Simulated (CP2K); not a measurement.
The system is ZnSe (Stilleite).

```
Se Zn
1.0
     4.00760    0.00000    0.00000
     2.00380    3.47068    0.00000
     2.00380    1.15689    3.27219
Se Zn
1 1
Direct
  0.75000 0.75000 0.75000
  0.00000 0.00000 0.00000
```

Program: CP2K 2026.2. Alike in all runs: task band structure; no spin polarisation; cell as given; k mesh 8 × 8 × 8. Hardware: 1 thread of Intel(R) Xeon(R) 6975P-C (Granite Rapids), with other jobs on the host.

Task: Order these runs on this cell by their wall time, lowest first.
A. level r2SCAN; potentials or basis POTENTIAL_UZH Se GTH-SCAN-q6, Zn GTH-SCAN-q12; TZVP-MOLOPT-SCAN-GTH basis; smearing fermi-dirac 0.0259 eV; NGRIDS 4; points a segment of the path (NPOINTS) 10; bands added on the path 4; CUTOFF of the grids 675 Ry
B. level TB-mBJ; potentials or basis POTENTIAL_UZH Se GTH-PBE-q6, Zn GTH-PBE-q12; TZVP-MOLOPT-PBE-GTH basis; smearing fermi-dirac 0.1 eV; NGRIDS 5; points a segment of the path (NPOINTS) 6; bands added on the path 6; CUTOFF of the grids 675 Ry
C. level LDA; potentials or basis GTH_POTENTIALS Se GTH-PADE-q6, Zn GTH-PADE-q12; TZVP-MOLOPT-PBE-GTH basis; smearing fermi-dirac 0.01 eV; NGRIDS 5; points a segment of the path (NPOINTS) 6; bands added on the path 2; CUTOFF of the grids 450 Ry

Result: C (44 s), A (120 s), B (250 s).

Caveats: this is a model potential without an energy functional, so only levels have meaning (some runs).
